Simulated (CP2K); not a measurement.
## Cd in CP2K: the effect of functional

The system is Cd.

```xyz
1
Lattice="3.0905 0.0000 0.0000 -1.0302 2.9138 0.0000 -1.0302 -1.4569 2.5234" Properties=species:S:1:pos:R:3 pbc="T T T"
Cd    0.0000    0.0000    0.0000
```

This isn't the form of Cd at room conditions, which is hcp.

Alike in all runs:

- Program: CP2K 2026.2
- Task: atomic charges
- Potentials or basis: POTENTIAL_UZH Cd GTH-PBE-q12; TZVP-MOLOPT-PBE-GTH basis
- Density cutoff: 9184 eV
- k mesh: 10 × 10 × 10
- Occupations: fermi-dirac, width 0.05 eV
- Spin: no spin polarisation

```tsv
functional	pressure (GPa)
PBE	1.3
LDA	?
PBEsol	-2.5
vdW-DF2	9.9
OLYP	2.2
optB88-vdW	2.1
SCAN	-1.9
```

Task: What does the run with functional LDA give?

Result: Pressure -4.2 GPa.

Caveats: the basis of atomic orbitals isn't converged, which shifts pressures, moduli and gaps; the potentials were made for another functional, which shifts forces and pressure (some runs).
